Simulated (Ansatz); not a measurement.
A calculation with Ansatz 0.2.0 of Al (ASE script, structure from a CIF):

Contents of run.py:

```python
import json

import ase.io
import numpy as np

import ansatz as az

atoms = ase.io.read("Al.cif")
atoms.info.pop("occupancy", None)
atoms.set_initial_magnetic_moments([-0.21, 0.57])

calculation = (
    az.Crystal.from_ase(atoms)
    .calculation()
    .kpoints(6, 6, 6)
    .functional(exchange="pbe", correlation="none")
    .pseudopotentials(kind="paw")
    .spin("collinear")
    .scf(extra_bands=6)
    .occupations(method="fermi_dirac", width=0.05)
    .density_of_states(energy_step=0.05, projected=False, nscf_kmesh=(9, 9, 9))
    .forces()
    .stress()
    .band_table(publish=True)
)
outcome = calculation.run(threads=2, events_out="events.jsonl")

report = outcome.report
for line in open("events.jsonl"):
    event = json.loads(line)
    if event["event"] == "scf_iter":
        d = event["data"]
        print(f"SCF {d['iter']:3d}  HF = {d['harris_foulkes_ev']:.6f} eV  dr2 = {d['dr2_ev']:.2e} eV")
    elif event["event"] in ("relax_step", "md_step"):
        d = event["data"]
        print(f"{event['event']} {d['step']:3d}  E = {d['lagrangian_ev']:.6f} eV")
np.set_printoptions(precision=5, suppress=True, linewidth=110)
print("converged:", report["converged"], "after", report["n_iterations"], "iterations")
print(f"free energy {report['free_energy_ev']:.6f} eV, Fermi level {report['fermi_energy_ev']:.4f} eV")
for key in ("band_edges_ev", "magnetization_mub", "site_moments_mub", "site_moments_nc_mub", "forces_ev_ang",
                "stress_gpa"):
    if report.get(key) is not None:
        print(key, np.array(report[key]), sep="\n")
```

The input Al.cif:

```cif
data_Al
_cell_length_a 3.18243738
_cell_length_b 3.18243738
_cell_length_c 3.18243738
_cell_angle_alpha 90.00000000
_cell_angle_beta 90.00000000
_cell_angle_gamma 90.00000000
_space_group_name_H-M_alt 'Im-3m'
_space_group_name_Hall '-I 4 2 3'
_space_group_IT_number 229
loop_
_space_group_symop_operation_xyz
'x,y,z'
'-x,-y,-z'
'-y,x,z'
'y,-x,-z'
'-x,-y,z'
'x,y,-z'
'y,-x,z'
'-y,x,-z'
'x,-y,-z'
'-x,y,z'
'-y,-x,-z'
'y,x,z'
'-x,y,-z'
'x,-y,z'
'y,x,-z'
'-y,-x,z'
'z,x,y'
'-z,-x,-y'
'z,-y,x'
'-z,y,-x'
'z,-x,-y'
'-z,x,y'
'z,y,-x'
'-z,-y,x'
'-z,x,-y'
'z,-x,y'
'-z,-y,-x'
'z,y,x'
'-z,-x,y'
'z,x,-y'
'-z,y,x'
'z,-y,-x'
'y,z,x'
'-y,-z,-x'
'x,z,-y'
'-x,-z,y'
'-y,z,-x'
'y,-z,x'
'-x,z,y'
'x,-z,-y'
'-y,-z,x'
'y,z,-x'
'-x,-z,-y'
'x,z,y'
'y,-z,-x'
'-y,z,x'
'x,-z,y'
'-x,z,-y'
'x+1/2,y+1/2,z+1/2'
'-x+1/2,-y+1/2,-z+1/2'
'-y+1/2,x+1/2,z+1/2'
'y+1/2,-x+1/2,-z+1/2'
'-x+1/2,-y+1/2,z+1/2'
'x+1/2,y+1/2,-z+1/2'
'y+1/2,-x+1/2,z+1/2'
'-y+1/2,x+1/2,-z+1/2'
'x+1/2,-y+1/2,-z+1/2'
'-x+1/2,y+1/2,z+1/2'
'-y+1/2,-x+1/2,-z+1/2'
'y+1/2,x+1/2,z+1/2'
'-x+1/2,y+1/2,-z+1/2'
'x+1/2,-y+1/2,z+1/2'
'y+1/2,x+1/2,-z+1/2'
'-y+1/2,-x+1/2,z+1/2'
'z+1/2,x+1/2,y+1/2'
'-z+1/2,-x+1/2,-y+1/2'
'z+1/2,-y+1/2,x+1/2'
'-z+1/2,y+1/2,-x+1/2'
'z+1/2,-x+1/2,-y+1/2'
'-z+1/2,x+1/2,y+1/2'
'z+1/2,y+1/2,-x+1/2'
'-z+1/2,-y+1/2,x+1/2'
'-z+1/2,x+1/2,-y+1/2'
'z+1/2,-x+1/2,y+1/2'
'-z+1/2,-y+1/2,-x+1/2'
'z+1/2,y+1/2,x+1/2'
'-z+1/2,-x+1/2,y+1/2'
'z+1/2,x+1/2,-y+1/2'
'-z+1/2,y+1/2,x+1/2'
'z+1/2,-y+1/2,-x+1/2'
'y+1/2,z+1/2,x+1/2'
'-y+1/2,-z+1/2,-x+1/2'
'x+1/2,z+1/2,-y+1/2'
'-x+1/2,-z+1/2,y+1/2'
'-y+1/2,z+1/2,-x+1/2'
'y+1/2,-z+1/2,x+1/2'
'-x+1/2,z+1/2,y+1/2'
'x+1/2,-z+1/2,-y+1/2'
'-y+1/2,-z+1/2,x+1/2'
'y+1/2,z+1/2,-x+1/2'
'-x+1/2,-z+1/2,-y+1/2'
'x+1/2,z+1/2,y+1/2'
'y+1/2,-z+1/2,-x+1/2'
'-y+1/2,z+1/2,x+1/2'
'x+1/2,-z+1/2,y+1/2'
'-x+1/2,z+1/2,-y+1/2'
loop_
_atom_site_label
_atom_site_type_symbol
_atom_site_symmetry_multiplicity
_atom_site_Wyckoff_symbol
_atom_site_fract_x
_atom_site_fract_y
_atom_site_fract_z
_atom_site_occupancy
Al1 Al 2 a 0.0000000000 0.0000000000 0.0000000000 1
```

Potentials or basis: Ansatz PAW.

Command:

```bash
$ python run.py
```

This isn't the form of Al at room conditions, which is fcc.

Problem. Write the same calculation in another form: native input, structure typed inline.

Solution. As run:

input.yaml

```yaml
crystal:
  lattice:
    - [3.18243738, 0.0, 0.0]
    - [0.0, 3.18243738, 0.0]
    - [0.0, 0.0, 3.18243738]
  atoms:
    - { symbol: Al, position: [0.0, 0.0, 0.0], spin: -0.21 }
    - { symbol: Al, position: [0.5, 0.5, 0.5], spin: 0.57 }
hamiltonian:
  xc: { exchange: pbe, correlation: none }
  pseudopotentials: { kind: paw }
magnetization:
  spin_polarized: true
kpoints:
  mp_grid: { grid: [6, 6, 6] }
scf:
  occupations: { method: fermi_dirac, width: 0.05 }
  n_extra_bands: 6
output:
  forces: true
  stress: true
  eigenvalues: true
  dos: { projected: false, de: 0.05, nscf_kmesh: { grid: [9, 9, 9] } }
  write_density: true
  write_potential: true
  elf: true
  volumetric_format: npy
```

Potentials or basis: Ansatz PAW.

Run with:

```console
$ ansatz run input.yaml --threads 2 --pin off --max-ram 5120MiB --backend cpu --events-out ev --progress --plain --runs-dir out
```

Both were run:

|  | ASE script, structure from a CIF | native input, structure typed inline |
| --- | --- | --- |
| Pressure | 13.1 GPa | 13.1 GPa |
| Band gap on the k mesh | none (metal or under the smearing width) | none (metal or under the smearing width) |
| Net moment | 0.00 μB per cell | 0.00 μB per cell |
| Absolute moment | 0.00 μB per cell | 0.00 μB per cell |
| Density of states at the Fermi level | 0.88 states/eV per cell | 0.88 states/eV per cell |

Keys that steer only the numerical path or the files written may differ.

Caveat: the PAW data sets come from PBE, with cores solved anew for the run's functional, which leaves a small shift of forces and pressure; the starting moments weren't kept.
